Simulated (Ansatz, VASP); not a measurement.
## One calculation of Ge, two programs

```
CELL_PARAMETERS angstrom
0.00000 2.88079 2.88079
2.88079 0.00000 2.88079
2.88079 2.88079 0.00000
ATOMIC_POSITIONS crystal
Ge 0.50000 0.50000 0.50000
Ge 0.75000 0.75000 0.75000
```

Alike in both runs: functional PBE; k mesh 14 × 14 × 14; occupations gaussian, width 0.1 eV; no spin polarisation.

Ansatz relaxed the structure, and its values are those at the end. VASP's run is a single point on that final structure, the one shown.

|  | VASP | Ansatz |
| --- | --- | --- |
| version | VASP 6.6.1 | Ansatz 0.2.0 |
| potentials or method | VASP PAW PBE potentials, release 64 (Ge_d) | scalar-relativistic, plane waves, PAW |
| plane-wave cutoff (eV) | 520 | 420 |
| valence electrons in the cell | 28 | 28 |

```tsv
	VASP	Ansatz	Ansatz less VASP
gap on the k mesh at the Fermi level (eV)	none	none	-
pressure (GPa)	-0.1	0.0	+0.12
```

A gap of «none» marks a metal or a gap that the smearing closes. The functional is the same, so the differences come from potentials, cutoffs and numerics.

Caveats: this crystal is a semiconductor, whose small gap the functional closes, so the metal is an error of the method.
